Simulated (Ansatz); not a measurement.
## CdS (Greenockite): equation of state with RPBE+D3(BJ)

The system is CdS (Greenockite).

```xyz
4
Lattice="4.1500 0.0000 0.0000 -2.0750 3.5940 0.0000 0.0000 0.0000 6.7370" Properties=species:S:1:pos:R:3 pbc="T T T"
Cd    2.0750    1.1980    3.3685
Cd    0.0000    2.3960    0.0000
S     2.0750    1.1980    5.8949
S     0.0000    2.3960    2.5264
```

- Program: Ansatz 0.2.0
- Task: equation of state
- Functional: RPBE
- Dispersion: D3(BJ)
- Potentials or basis: Ansatz PAW
- Cutoff: 420 eV
- Density cutoff: 1680 eV
- k mesh: 7 × 7 × 4
- Occupations: fermi-dirac, width 0.05 eV
- Spin: no spin polarisation

```json
{"Equilibrium volume": "23.31 Å³/atom (rough: see the caveat)", "Bulk modulus at fixed shape and positions": "69 GPa (rough)"}
```

Energy against volume, from the lowest point:
```tsv
volume (Å³/atom)	energy (meV/atom)
23.614	0.00
24.116	4.80
24.618	13.48
25.121	25.60
25.623	40.80
26.126	58.73
26.628	79.10
```

All runs of the series together: 27 s on 2 threads of Arm Neoverse V1, on a shared host.

Caveat: the potentials were made for another functional, which shifts forces and pressure; the minimum lies outside the volumes run; the cell was scaled at fixed shape and fractional positions, which overstates the stiffness of a crystal with free parameters, most of all of layers and chains.
